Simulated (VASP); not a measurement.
W:

```xyz
1
Lattice="0.0000 2.0300 2.0300 2.0300 0.0000 2.0300 2.0300 2.0300 0.0000" Properties=species:S:1:pos:R:3 pbc="T T T"
W     0.0000    0.0000    0.0000
```

This isn't the form of W at room conditions, which is bcc.

* Program: VASP 6.6.1
* Task: single point
* Functional: PBEsol
* Potentials or basis: VASP PAW PBE potentials, release 64 (W_sv)
* Cutoff: 520 eV
* k mesh: 11 × 11 × 11
* Occupations: fermi-dirac, width 0.05 eV
* Spin: no spin polarisation

On this cell: pressure -12.3 GPa; band gap on the k mesh none (metal or under the smearing width).

The same run follows on a disturbed copy (cell strained at random at fixed volume):

```
CELL_PARAMETERS angstrom
0.01192 2.00823 2.03186
2.02971 0.01106 2.03272
2.05415 2.03352 -0.01337
ATOMIC_POSITIONS crystal
W 0.99325 0.99126 0.01410
```

What changes?

The energy (extrapolated to zero smearing) moves by -4.5 meV/atom; pressure -12.3 GPa; band gap on the k mesh none (metal or under the smearing width).

Stress tensor (GPa, compression positive):
```
-11.66   2.44  -0.73
  2.44 -14.04  -1.03
 -0.73  -1.03 -11.13
```

The energy falls, though the first cell shows no forces: that form is unstable against this distortion, unless noise or another electronic state is at work.

Caveats: the PAW data sets were made with another functional, which shifts forces and pressure a little.
